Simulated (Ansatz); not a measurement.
# SnO2: a line through a two-coordinate scan, part 2 of 2

One line of a two-coordinate grid on SnO₂ (I4_1/amd, No. 141; 6 atoms in the cell): volume per atom is varied, at c/a of the conventional cell = 2.892.

Ansatz 0.2.0; DFT LDA, scalar-relativistic, plane waves, PAW. The steps go on from the part before.

## 6. The run at (14.43 Å³, 2.892)

The input, input.yaml:

```yaml
crystal:
  lattice:
    - [-1.9563049397, 1.9563049397, 5.6568513637]
    - [1.9563049397, -1.9563049397, 5.6568513637]
    - [1.9563049397, 1.9563049397, -5.6568513637]
  atoms:
    - { symbol: Sn, position: [0.75, 0.25, 0.5] }
    - { symbol: Sn, position: [0.0, 0.0, 0.0] }
    - { symbol: O, position: [0.7970017034, 0.7970017034, 0.0] }
    - { symbol: O, position: [0.9529982966, 0.4529982966, 0.5] }
    - { symbol: O, position: [0.2029982966, 0.2029982966, 0.0] }
    - { symbol: O, position: [0.5470017034, 0.0470017034, 0.5] }
basis:
  ecutwfc: 520.0
kpoints:
  mp_grid: { grid: [10, 10, 10] }
hamiltonian:
  xc: lda
  pseudopotentials: { kind: paw, azcp: { folder: soft_1 } }
scf:
  occupations: { method: gaussian, width: 0.05 }
output:
  forces: true
  stress: true
  eigenvalues: true
relax:
  adjacent_minimum: "off"
  f_tol: 0.01
  max_steps: 30
```

Run with:

```
ansatz run input.yaml --threads 2 --pin off --max-ram 4096MiB --backend cpu --events-out ev --progress --plain --runs-dir out
```

Standard output, shortened:

```text
Warning: <dir> the record states the generating functional pbe (its physics header spells it `PBE`), which answers neither for hamiltonian.xc's functional nor for the lda family's — results may be inconsistent (PPs are generated against a specific XC)
[...]
Warning: output.stress: scf.convergence.dr2_threshold = 1e-7 eV (the SCF's general default) is looser than the 6e-10 eV advised for a printed stress (1e-10 eV for each atom of the cell: 6). What an SCF threshold leaves in a stress goes as its square root, and in the free energy as the [...]
Warning: RAYON_NUM_THREADS=2 ignored (pool sized by the plan → 2); use --threads N
[...]
Pseudopotentials: kind: paw
Pseudopotential: Sn, paw, valence charge 14, recommended cutoff 420 eV (normal), <dir>
Pseudopotential: O, paw, valence charge 6, recommended cutoff 420 eV (normal), <dir>
Functional definition: SPW92
[...]
Crystal: 6 atoms, lattice volume = 86.598 Å³
Basis set: ecut = 520 eV, 2357 PW (Γ), FFT grids on a1+a3, a2+a3, a3
Bands: 32, of which v1, the nominal top of the filled ones, is band 26 counted from 1 (25 counted from 0)
Symmetry: 16 space group operations
[...]
--- Forces (eV/Å), atoms counted from 1 ---
  atom   1  Sn     0.00000000    -0.00000000     0.00000000
  atom   2  Sn     0.00000000    -0.00000000     0.00000000
  atom   3  O     -0.00000000    -0.00000000     0.00065455
  atom   4  O     -0.00000000    -0.00000000    -0.00065455
  atom   5  O      0.00000000     0.00000000    -0.00065455
  atom   6  O      0.00000000     0.00000000     0.00065455
[...]
--- Stress (GPa, compression-positive) ---
       -7.175929       0.000000      -0.000000
        0.000000      -7.175929      -0.000000
        0.000000       0.000000     -16.526067
  P = ⅓ Tr σ = -10.2926 GPa (-102.926 kbar)
--- Band table (eV; the first three rows and the last of 102) ---
[...]
--- Relaxed structure (4 steps of the walk, 4 accepted, 0 SCFs on fresh bases) ---
  F+E_penalty+E_count = -13979.58813829 eV   max|allowed force component| = 6.545e-4 eV/Å
  atoms:
    - { symbol: Sn, position: [0.7500000000000001, 0.24999999999999997, 0.5000000000000001] }
    - { symbol: Sn, position: [3.5776864640518517e-19, 3.57768646405185e-19, -3.743049457230946e-35] }
    - { symbol: O, position: [0.8058601462830846, 0.8058601462830846, -6.434968587431283e-34] }
    - { symbol: O, position: [0.9441398537169157, 0.4441398537169157, 0.5] }
    - { symbol: O, position: [0.19413985371691558, 0.19413985371691558, 6.055536176698283e-34] }
    - { symbol: O, position: [0.5558601462830843, 0.05586014628308445, 0.5] }
```

It took 43 s on 2 threads of Arm Neoverse V1, shared host; peak memory 0.54 GiB.

Relaxation path:

| step | E - E(step 1) (eV/cell) | largest force component (eV/Å) |
| --- | --- | --- |
| 1 | 0.0000 | 1.0340 |
| 2 | -0.2131 | 0.2492 |
| 3 | -0.2232 | 0.0360 |
| 4 | -0.2234 | 0.0007 |

Step 1 is the start.

On the map this point reads 72 meV/atom.

## 7. Point (15.50 Å³, 2.892)

Edit input.yaml of step 6 so:

```diff
@@ -2,5 +2,5 @@
   lattice:
-    - [-1.9563049397, 1.9563049397, 5.6568513637]
-    - [1.9563049397, -1.9563049397, 5.6568513637]
-    - [1.9563049397, 1.9563049397, -5.6568513637]
+    - [-2.0034580742, 2.0034580742, 5.7931993674]
+    - [2.0034580742, -2.0034580742, 5.7931993674]
+    - [2.0034580742, 2.0034580742, -5.7931993674]
   atoms:
```

Run with:

```
ansatz run input.yaml --threads 2 --pin off --max-ram 4096MiB --backend cpu --events-out ev --progress --plain --runs-dir out
```

Standard output, shortened:

```text
Warning: <dir> the record states the generating functional pbe (its physics header spells it `PBE`), which answers neither for hamiltonian.xc's functional nor for the lda family's — results may be inconsistent (PPs are generated against a specific XC)
[...]
Warning: output.stress: scf.convergence.dr2_threshold = 1e-7 eV (the SCF's general default) is looser than the 6e-10 eV advised for a printed stress (1e-10 eV for each atom of the cell: 6). What an SCF threshold leaves in a stress goes as its square root, and in the free energy as the [...]
Warning: RAYON_NUM_THREADS=2 ignored (pool sized by the plan → 2); use --threads N
[...]
Pseudopotentials: kind: paw
Pseudopotential: Sn, paw, valence charge 14, recommended cutoff 420 eV (normal), <dir>
Pseudopotential: O, paw, valence charge 6, recommended cutoff 420 eV (normal), <dir>
Functional definition: SPW92
[...]
Crystal: 6 atoms, lattice volume = 93.012 Å³
Basis set: ecut = 520 eV, 2501 PW (Γ), FFT grids on a1+a3, a2+a3, a3
Bands: 32, of which v1, the nominal top of the filled ones, is band 26 counted from 1 (25 counted from 0)
Symmetry: 16 space group operations
[...]
Fermi energy:    5.216704 eV
[...]
--- Forces (eV/Å), atoms counted from 1 ---
  atom   1  Sn     0.00000000     0.00000000     0.00000000
  atom   2  Sn     0.00000000     0.00000000     0.00000000
  atom   3  O      0.00000000     0.00000000    -0.00004170
  atom   4  O      0.00000000    -0.00000000     0.00004170
  atom   5  O      0.00000000    -0.00000000     0.00004170
  atom   6  O      0.00000000     0.00000000    -0.00004170
[...]
--- Stress (GPa, compression-positive) ---
      -15.212470       0.000000       0.000000
        0.000000     -15.212470      -0.000000
       -0.000000       0.000000     -23.256024
  P = ⅓ Tr σ = -17.8937 GPa (-178.937 kbar)
--- Band table (eV; the first three rows and the last of 102) ---
[...]
--- Relaxed structure (4 steps of the walk, 4 accepted, 0 SCFs on fresh bases) ---
  F+E_penalty+E_count = -13979.01133210 eV   max|allowed force component| = 4.170e-5 eV/Å
  atoms:
    - { symbol: Sn, position: [0.75, 0.25, 0.5] }
    - { symbol: Sn, position: [-2.0586593246648552e-19, -2.0586593246648552e-19, -1.0326495393587636e-36] }
    - { symbol: O, position: [0.8070147843309253, 0.8070147843309253, 9.66935477763206e-36] }
    - { symbol: O, position: [0.9429852156690746, 0.4429852156690746, 0.5] }
    - { symbol: O, position: [0.1929852156690746, 0.1929852156690746, -8.167319084019313e-36] }
    - { symbol: O, position: [0.5570147843309253, 0.05701478433092534, 0.5] }
```

Wall time 44 s (2 threads of Arm Neoverse V1, shared host); peak memory 0.56 GiB.

Relaxation path:

| step | E - E(step 1) (eV/cell) | largest force component (eV/Å) |
| --- | --- | --- |
| 1 | 0.0000 | 0.9957 |
| 2 | -0.2439 | 0.1837 |
| 3 | -0.2503 | 0.0245 |
| 4 | -0.2504 | 0.0000 |

Step 1 is the start.

That is 168 meV/atom from the zero.

## 8. Changing settings: ecutwfc 500 eV, mp_grid.grid [7, 7, 7]

The input, input.yaml:

```yaml
crystal:
  lattice:
    - [-2.0034580742, 2.0034580742, 5.7931993674]
    - [2.0034580742, -2.0034580742, 5.7931993674]
    - [2.0034580742, 2.0034580742, -5.7931993674]
  atoms:
    - { symbol: Sn, position: [0.75, 0.25, 0.5] }
    - { symbol: Sn, position: [0.0, 0.0, 0.0] }
    - { symbol: O, position: [0.8070147843, 0.8070147843, 0.0] }
    - { symbol: O, position: [0.9429852157, 0.4429852157, 0.5] }
    - { symbol: O, position: [0.1929852157, 0.1929852157, 0.0] }
    - { symbol: O, position: [0.5570147843, 0.0570147843, 0.5] }
basis:
  ecutwfc: "500 eV"
kpoints:
  mp_grid: { grid: [7, 7, 7] }
hamiltonian:
  xc: lda
  pseudopotentials: { kind: paw, azcp: { folder: soft_1 } }
scf:
  occupations: { method: gaussian, width: 0.05 }
output:
  forces: true
  eigenvalues: true
  stress: true
```

Run with:

```
ansatz run input.yaml --threads 2 --pin off --max-ram 4096MiB --backend cpu --events-out ev --progress --plain --runs-dir out
```

Standard output, shortened:

```text
Warning: <dir> the record states the generating functional pbe (its physics header spells it `PBE`), which answers neither for hamiltonian.xc's functional nor for the lda family's — results may be inconsistent (PPs are generated against a specific XC)
[...]
Warning: RAYON_NUM_THREADS=2 ignored (pool sized by the plan → 2); use --threads N
[...]
Pseudopotentials: kind: paw
Pseudopotential: Sn, paw, valence charge 14, recommended cutoff 420 eV (normal), <dir>
Pseudopotential: O, paw, valence charge 6, recommended cutoff 420 eV (normal), <dir>
Functional definition: SPW92
[...]
Crystal: 6 atoms, lattice volume = 93.012 Å³
Basis set: ecut = 500 eV, 2381 PW (Γ), FFT grids on a1+a3, a2+a3, a3
Bands: 32, of which v1, the nominal top of the filled ones, is band 26 counted from 1 (25 counted from 0)
Symmetry: 16 space group operations
Space group: I41/amd (ITA 141), of the structure as read, at distance tolerance 4.5e-5 Å
k-points: 40 of 343
[...]
SCF iter   1: F=—  HF=-13979.576423 eV  |F-HF|=—  |Δ(HF+E_count)|=         —  Δρ=5.50e-2  dr2=2.00e0  ethr=3.10e-3  ⟨swp⟩=6.0  Hψ=5936  notcnv=0  defer=6
[...]
SCF iter   8: F=-13979.010631 eV  HF=-13979.010631 eV  |F-HF|=1.52e-9  |Δ(HF+E_count)|=   2.44e-7  Δρ=2.93e-6  dr2=5.97e-9  ethr=1.92e-10  ⟨swp⟩=10.3  Hψ=5764  notcnv=0
[...]
SCF converged after 8 iterations
Free energy (F): -13979.010631 eV
[...]
E sigma→0 (E₀):  -13979.010552 eV
Entropy (-TS):   -0.000158 eV (-0.026 meV/atom)
Fermi energy:    5.209847 eV
[...]
--- Forces (eV/Å), atoms counted from 1 ---
  atom   1  Sn     0.00000000    -0.00000000     0.00000000
  atom   2  Sn     0.00000000     0.00000000     0.00000000
  atom   3  O      0.00000000     0.00000000    -0.00029537
  atom   4  O      0.00000000     0.00000000     0.00029537
  atom   5  O     -0.00000000    -0.00000000     0.00029537
  atom   6  O     -0.00000000    -0.00000000    -0.00029537
[...]
--- Stress (GPa, compression-positive) ---
      -15.209122      -0.000000      -0.000000
       -0.000000     -15.209122       0.000000
        0.000000       0.000000     -23.253281
  P = ⅓ Tr σ = -17.8905 GPa (-178.905 kbar)
--- Band table (eV; the first three rows and the last of 40) ---
[...]
```

Wall time 5 s (2 threads of Arm Neoverse V1, shared host); peak memory 0.4 GiB.

| run | ending | energy change | pressure (GPa) | gap (eV) | force (eV/Å) | cycles | time |
| --- | --- | --- | --- | --- | --- | --- | --- |
| step 7 | converged | 0 | -17.9 | 0.10 | 0.00 | - | 44 s |
| variant | converged | +0.1 meV/atom | -17.9 | 0.10 | 0.00 | 8 | 5 s |

Changing the cutoff and k-point mesh hardly moves the energy: +0.1 meV/atom.

## 9. The line in numbers

The summary covers parts 1 to 2.

| volume per atom (Å³) | step | energy (meV/atom) | slope (meV/atom per Å³) | pressure (GPa) | band gap on the k-mesh (eV) |
| --- | --- | --- | --- | --- | --- |
| 11.23 | 3 | 351 | −324 | 52 | 3.21 |
| 12.29 | 4 | 114 | −133 | 21 | 2.43 |
| 13.36 | 5 | 41 | −12 | 2 | 1.65 |
| 14.43 | 6 | 72 | 64 | −10 | 0.83 |
| 15.50 | 7 | 168 | 112 | −18 | 0.10 |

Energies count from the relaxed crystal. Slopes come from the forces (and the stress, where the cell changes), not from differences of energies.

| run | outcome |
| --- | --- |
| step 8, run with ecutwfc 500 eV, mp_grid.grid [7, 7, 7] (against step 7) | +0.1 meV/atom |

The lowest point computed on the line is at 13.36 Å³, 41 meV/atom from the zero. Energies and slopes round the minimum, fitted together, put the minimum at 13.508 Å³, with a curvature of about 84 meV/atom per (Å³)². V·d²E/dV² there is about 180 GPa, a bulk modulus under this line's constraint. The well is lopsided: two grid steps out, the energy rises by 310 meV/atom towards smaller values and 127 meV/atom towards larger ones. The highest point computed, at 11.23 Å³, lies 310 meV/atom above the lowest. This is one cut through a surface in two coordinates; the map's lowest point lies off it.

These are semilocal Kohn-Sham gaps, which aren't the measured quantity. Such gaps usually fall short of the measured ones. Spin-orbit coupling is left out, though the cell holds Sn; it can move the gap.
